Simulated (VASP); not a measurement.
**SrO in VASP 6.6.1, single-point calculation**

INCAR

```
LWAVE = .FALSE.
NELM = 53
ISMEAR = -1
EDIFF = 1E-7
SIGMA = 0.02
LASPH = .TRUE.
ISIF = 2
NSW = 0
LCHARG = .FALSE.
LREAL = .FALSE.
GGA = PE
IBRION = -1
ENCUT = 520
NBANDS = 15
PREC = Accurate
```

KPOINTS

```
KPOINTS created by Atomic Simulation Environment
0
Monkhorst-Pack
8 8 8
0 0 0
```

POSCAR

```
Sr O
 1.0000000000000000
     0.0349035128000000    2.7922810265000000    2.7922810265000000
     2.7922810265000000    0.0349035128000000    2.7922810265000000
     2.8271845393000001    2.8271845393000001    0.0000000000000000
 Sr  O
   1   1
Cartesian
  0.0000000000000000 -0.0000000000000000  0.0125204334609432
  1.4135922696499998  1.4135922696499998  1.3836200797890568
```

The recommended PBE PAW datasets give the neutral cell 16 valence electrons.

Command

```
mpirun -np 1 vasp_std
```

OSZICAR

```
N       E                     dE             d eps       ncg     rms          rms(c)
DAV:   1     0.738076483014E+02    0.73808E+02   -0.81553E+03  4328   0.101E+03
DAV:   2    -0.107684058445E+02   -0.84576E+02   -0.77086E+02  5949   0.214E+02
DAV:   3    -0.147834869072E+02   -0.40151E+01   -0.39917E+01  5755   0.433E+01
DAV:   4    -0.148900821993E+02   -0.10660E+00   -0.10658E+00  5586   0.667E+00
DAV:   5    -0.148919940251E+02   -0.19118E-02   -0.19118E-02  5942   0.712E-01    0.177E+01
DAV:   6    -0.119627713039E+02    0.29292E+01   -0.10265E+01  4320   0.225E+01    0.189E+01
DAV:   7    -0.117768249394E+02    0.18595E+00   -0.58564E-01  4691   0.617E+00    0.960E+00
DAV:   8    -0.117477125632E+02    0.29112E-01   -0.15583E-01  5104   0.360E+00    0.153E+00
DAV:   9    -0.117555893666E+02   -0.78768E-02   -0.68426E-03  5945   0.631E-01    0.334E-01
DAV:  10    -0.117588763361E+02   -0.32870E-02   -0.27302E-03  4418   0.342E-01    0.593E-02
DAV:  11    -0.117590004653E+02   -0.12413E-03   -0.14258E-04  5412   0.764E-02    0.645E-02
DAV:  12    -0.117590631772E+02   -0.62712E-04   -0.75128E-05  4439   0.591E-02    0.919E-03
DAV:  13    -0.117590624946E+02    0.68261E-06   -0.14750E-06  5639   0.121E-02    0.617E-03
DAV:  14    -0.117590627429E+02   -0.24824E-06   -0.77568E-07  4593   0.637E-03    0.194E-03
DAV:  15    -0.117590627906E+02   -0.47718E-07   -0.47481E-08  4232   0.189E-03
   1 F= -.11759063E+02 E0= -.11759063E+02  d E =-.204390E-10
```

Standard output (part)

```
POSCAR found type information on POSCAR SrO
 POSCAR found :  2 types and       2 ions
 LDA part: xc-table for (Slater+PW92), standard interpolation
 POSCAR, INCAR and KPOINTS ok, starting setup
 WAVECAR not read
 entering main loop
```

From OUTCAR

```
k-points           NKPTS =    144   k-points in BZ     NKDIM =    144   number of bands    NBANDS=     15

   NELECT =      16.0000    total number of electrons

   dimension x,y,z NGX =    30 NGY =   30 NGZ =   30
   dimension x,y,z NGXF=    60 NGYF=   60 NGZF=   60

  energy-cutoff  :      520.00
  volume of cell :       43.54
      direct lattice vectors                 reciprocal lattice vectors
     0.034903513  2.792281026  2.792281026    -0.181331717  0.181331717  0.179065071
     2.792281026  0.034903513  2.792281026     0.181331717 -0.181331717  0.179065071
     2.827184539  2.827184539  0.000000000     0.176854391  0.176854391 -0.179065071

 k-points in reciprocal lattice and weights: KPOINTS created by Atomic Simulation Env
   0.06250000  0.06250000  0.06250000       0.004
   0.18750000  0.06250000  0.06250000       0.008
   0.31250000  0.06250000  0.06250000       0.008
   0.43750000  0.06250000  0.06250000       0.008
  -0.43750000  0.06250000  0.06250000       0.008
  -0.31250000  0.06250000  0.06250000       0.008
  -0.18750000  0.06250000  0.06250000       0.008
  -0.06250000  0.06250000  0.06250000       0.008
   ...

 E-fermi :   0.7085

 k-point     1 :       0.0625    0.0625    0.0625
  band No.  band energies     occupation
      1     -31.9257      2.00000
      2     -14.6111      2.00000
      3     -13.8209      2.00000
      4     -13.8178      2.00000
      5     -13.7022      2.00000
      6      -0.6158      2.00000
      7      -0.5504      2.00000
      8      -0.5072      2.00000
      9       2.9486      0.00000
     10       8.2087      0.00000
     11       8.2453      0.00000
     12       9.5536      0.00000
     13       9.7820      0.00000
     14       9.8106      0.00000
     15      14.5686      0.00000

 k-point     2 :       0.1875    0.0625    0.0625
  band No.  band energies     occupation
      1     -31.9140      2.00000
      2     -14.9727      2.00000
      3     -13.8571      2.00000
      4     -13.8306      2.00000
      5     -13.3730      2.00000
      6      -0.6978      2.00000
      7      -0.4985      2.00000
      8      -0.4478      2.00000
      9       3.5930      0.00000
     10       7.7074      0.00000
     11       8.0335      0.00000
     12       9.3667      0.00000
     13       9.9573      0.00000
     14      10.2610      0.00000
     15      13.7174      0.00000

 k-point     3 :       0.3125    0.0625    0.0625
  band No.  band energies     occupation
      1     -31.8911      2.00000
      2     -15.4134      2.00000
      3     -13.9039      2.00000
      4     -13.8628      2.00000
      5     -13.0212      2.00000
      6      -0.6806      2.00000
      7      -0.3776      2.00000
      8      -0.3420      2.00000
      9       4.6438      0.00000
     10       7.4769      0.00000
     11       7.7158      0.00000
     12       8.7467      0.00000
     13      10.3079      0.00000
     14      10.5483      0.00000
     15      12.4621      0.00000

 ...

  Total        0.3882511      0.3882511      0.3785304     -0.1760483     -0.0000000     -0.0000000
  in kB       14.2884052     14.2884052     13.9306647     -6.4789248     -0.0000000     -0.0000000
  external PRESSURE =      14.1691584 kB  Pullay stress =       0.0000000 kB

 POSITION                                       TOTAL-FORCE (eV/Angst)
 -----------------------------------------------------------------------------------
      2.82718      2.82718      0.01252         0.000000      0.000000     -0.000890
      1.41359      1.41359      1.38362        -0.000000     -0.000000      0.000890
 -----------------------------------------------------------------------------------
    total drift:                               -0.000000     -0.000000      0.000076

  FREE ENERGIE OF THE ION-ELECTRON SYSTEM (eV)
  ---------------------------------------------------
  free  energy   TOTEN  =       -11.7590627906 eV

  energy  without entropy=      -11.7590627906  energy(sigma->0) =      -11.75906279
```

It converged. Results: gap between bands v and c on the k mesh 2.68 eV; least direct gap on the k mesh 3.46 eV; pressure 1.4 GPa. Band v is the last that the valence electrons fill when counted band by band, and c is the next.

The shifted mesh misses Γ, so a band edge there is missed.

For comparison, a separate PBE run of the intended cell, on usual settings and not on those above, gives a gap of 2.52 eV on its mesh and a pressure of 1.4 GPa.

The run above took about 40 s on one core of a shared host (Intel Xeon 6975P-C) and held 0.24 GiB at most.
